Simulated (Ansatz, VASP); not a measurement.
# AlN: VASP beside Ansatz

```
Al N
1.0
     0.00000   -1.98443   -1.98443
     0.00000    1.98443   -1.98443
     3.96887    0.00000    0.00000
Al N
2 2
Direct
  0.50000 0.50000 0.00000
  0.00000 0.00000 0.50000
  0.50000 0.50000 0.50000
  0.00000 0.00000 0.00000
```

Change from the starting cell: mode 4 frozen in at +0.000 Å, equal normal strain along x, y and z -0.0250.

Alike in both runs: task single point; functional PBE; k mesh 8 × 8 × 6; occupations gaussian, width 0.05 eV; no spin polarisation.

|  | VASP | Ansatz |
| --- | --- | --- |
| version | VASP 6.6.1 | Ansatz 0.2.0 |
| potentials or method | VASP PAW PBE potentials, release 64 (Al, N) | scalar-relativistic, plane waves, PAW |
| plane-wave cutoff (eV) | 520 | 520 |
| valence electrons in the cell | 16 | 16 |

VASP gave:

- gap on the k mesh at the Fermi level (eV): 5.16
- least direct gap on the mesh (eV): 5.16
- pressure (GPa): 21.9

Question: Which values does Ansatz return?

Answer: gap on the k mesh at the Fermi level (eV): 5.18; least direct gap on the mesh (eV): 5.18; pressure (GPa): 22.2.

Caveats: so large a pressure means that the cell lies far from this level's equilibrium, or that cutoff or potentials fall short (VASP). A k mesh can miss the band edges.
